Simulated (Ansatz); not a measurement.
Crystal: P, simple cubic type, 1 atom in the cell.

Level of theory: Ansatz 0.2.0 development build, PBE, plane waves, PAW datasets (generated soft set 1).

Cutoff 420 eV; k-mesh 44×44×44 Γ-centred; Fermi–Dirac smearing of 0.0612 eV; no spin polarisation.

```csv
V (Å³/atom),a (Å),E − E(min) (meV/atom),P (GPa)
13.729,2.3945,22.65,8.34
14.021,2.4114,10.21,5.39
14.313,2.4280,2.81,2.76
14.606,2.4444,0.00,0.36
14.898,2.4606,1.31,-1.74
15.190,2.4766,6.15,-3.55
15.482,2.4923,14.20,-5.25
```

(1) Fit a third-order Birch–Murnaghan equation of state to the energies.

Results:

(1) V₀ = 14.656 Å³/atom (a₀ = 2.447 Å), B₀ = 109 GPa, B₀′ = 4.92.

The published all-electron PBE values for this crystal (mean of FLEUR and WIEN2k, k-spacing 0.06 Å⁻¹; Bosoni et al., Nat. Rev. Phys. 6, 45 (2024)) are V₀ = 14.656 Å³/atom, B₀ = 109.2 GPa, B₀′ = 4.92.

The stress includes the program's correction for the finite plane-wave basis.

This cubic structure is a model: it isn't the usual form of the substance at ambient conditions, and such phases are metastable or hypothetical.
